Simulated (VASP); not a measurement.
A run of VASP 6.6.1 is set up as follows.

The input INCAR:

```
SYSTEM = CoO
PREC = Accurate ; ENCUT = 520
EDIFF = 1E-7 ; ISMEAR = 0
SIGMA = 0.05 ; LREAL = .FALSE.
LASPH = .TRUE. ; NELM = 150
ALGO = Fast ; ISIF = 2
LWAVE = .FALSE. ; LCHARG = .FALSE.
ISPIN = 2 ; MAGMOM = 2 0
LORBIT = 11 ; LMAXMIX = 4
LDAU = .TRUE. ; LDAUTYPE = 2
LDAUL = 2 -1 ; LDAUU = 6 0
LDAUJ = 0 0 ; LDAUPRINT = 1
NBANDS = 18
```

File KPOINTS:

```
regular mesh
0
G
  8 8 7
  0 0 0
```

Contents of POSCAR:

```
CoO
1.0
    2.8562992300      0.0000000000      0.0000000000
   -1.4281496100      2.4736276900      0.0000000000
    0.0000000000      0.0000000000      2.7876065300
Co O
1 1
Direct
    0.0000000000      0.0000000000      0.0000000000
    0.6666666667      0.3333333333      0.5000000000
```

Potentials or basis: VASP PAW LDA potentials, release 64 (Co, O).

Command:

```console
$ cat potpaw_LDA.64/Co/POTCAR potpaw_LDA.64/O/POTCAR > POTCAR
$ mpirun -np 1 vasp_std > vasp.out
```

Problem. What does it give for the site moments?

Solution. Co +2.74; O +0.25 μB.

Problem. Estimate the pressure.

Solution. -21.9 GPa.

Eigenvalues of the final occupation matrices:
| site | spin | trace | eigenvalues |
| --- | --- | --- | --- |
| site 1 d | 1 | 4.95 | 0.97 0.98 0.98 1.01 1.01 |
| site 1 d | 2 | 2.22 | 0.11 0.11 0.52 0.52 0.97 |

Caveat: a cell with one magnetic atom can't hold antiferromagnetic order, which such compounds often take. The state reached can hang on the start; a lower one may exist.
